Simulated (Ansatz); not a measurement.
```
CELL_PARAMETERS angstrom
0.00000 2.32083 2.32083
2.32083 0.00000 2.32083
2.32083 2.32083 0.00000
ATOMIC_POSITIONS crystal
Ca 0.00000 0.00000 0.00000
O 0.50000 0.50000 0.50000
```

```yaml
orbitals: PBE
datasets: all-electron datasets in plane waves (scalar-relativistic, Gaussian nuclei)
k_mesh: 4×4×4
empty_bands: 161
response_cutoff: 200 eV
wave_cutoff: 3300 eV
frequencies: plasmon pole, fitted at 0 and 21.01i eV
q_→_0_term: analytic weight of Carrier, Rohra and Görling
band_sums: cut at the band count
```

Program: Ansatz. The Kohn-Sham gap (from Γ to k = (0, -0.5, -0.5)) is 3.59 eV and the electronic dielectric constant on this mesh 3.8.

By how much does G0W0 change the gap?

By +2.15 eV, to 5.74 eV. The valence edge moves by -0.98 eV (Z = 0.78) and the conduction edge by +1.17 eV (Z = 0.84).

The cell is a model at fixed atoms and needn't be the relaxed known crystal. Points k are given in fractions of the reciprocal vectors. The mesh is coarse, so these are values at the stated settings, not converged ones. Band sums or response are cut, so the gap isn't at its basis limit. The gap is read on the mesh, and the crystal's band edges can lie off it.
